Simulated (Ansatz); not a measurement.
A run of Ansatz 0.2.0 is set up as follows.

input.yaml

```yaml
crystal:
  lattice:
    - [0.0, 1.8075, 1.8075]
    - [1.8075, 0.0, 1.8075]
    - [1.8075, 1.8075, 0.0]
  atoms:
    - { symbol: Cu, position: [0.0, 0.0, 0.0] }
hamiltonian:
  xc: r2scan
  pseudopotentials: { kind: paw }
  dispersion: rvv10
kpoints:
  mp_grid: { grid: [13, 13, 13] }
scf:
  occupations: { method: cold, width: 0.15 }
  n_extra_bands: 6
output:
  forces: true
  stress: true
  eigenvalues: true
  dos: { projected: false, de: 0.05, nscf_kmesh: { grid: [20, 20, 20] } }
```

Potentials or basis: Ansatz PAW.

Run with:

```console
$ ansatz run input.yaml --threads 1 --pin off --max-ram 2560MiB --backend cpu --events-out ev --progress --plain --runs-dir out
```

**Question.** What does it give for the band gap on the k mesh?

**Answer.** None (metal or under the smearing width).

**Question.** What does it give for the density of states at the Fermi level?

**Answer.** 0.29 states/eV per cell.

States per cell in windows of 1 eV (zero at the Fermi level; states under -8 eV left out):
```csv
from (eV),total
-8.0,0.12
-7.0,0.18
-6.0,0.40
-5.0,1.56
-4.0,2.59
-3.0,3.35
-2.0,2.33
-1.0,0.33
0.0,0.28
1.0,0.26
2.0,0.22
3.0,0.16
4.0,0.24
5.0,0.27
6.0,0.25
7.0,0.25
```
